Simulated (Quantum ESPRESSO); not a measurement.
Crystal: CuO.

```
CELL_PARAMETERS angstrom
0.00000 2.32725 2.32725
2.32725 0.00000 2.32725
2.32725 2.32725 0.00000
ATOMIC_POSITIONS crystal
Cu 0.00000 0.00000 0.00000
O 0.25000 0.25000 0.25000
```

Measurements of this composition are mostly on another form, of space group No. 15.

Base run:

* Program: Quantum ESPRESSO 7.5
* Functional: PBE
* Potentials or basis: SSSP 1.3 efficiency PBE
* Cutoff: 748 eV
* Density cutoff: 5987 eV
* k mesh: 10 × 10 × 10
* Occupations: fermi-dirac, width 0.05 eV
* Spin: no spin polarisation
* Hubbard terms: Cu d U = 5 eV

Its results: band gap on the k mesh none (metal or under the smearing width); pressure -8.0 GPa.

Q: The run is repeated on the same cell with these changes: hubbard terms from Cu d U = 5 eV to Cu d U = 6 eV. What comes out?

A: Band gap on the k mesh none (metal or under the smearing width); pressure -7.4 GPa.

Caveats: an odd number of electrons without spin polarisation forces a metal; a magnetic or distorted state may lie lower; the run has no spin polarisation, though such a crystal can be magnetic; U without spin polarisation on a metal has little footing.
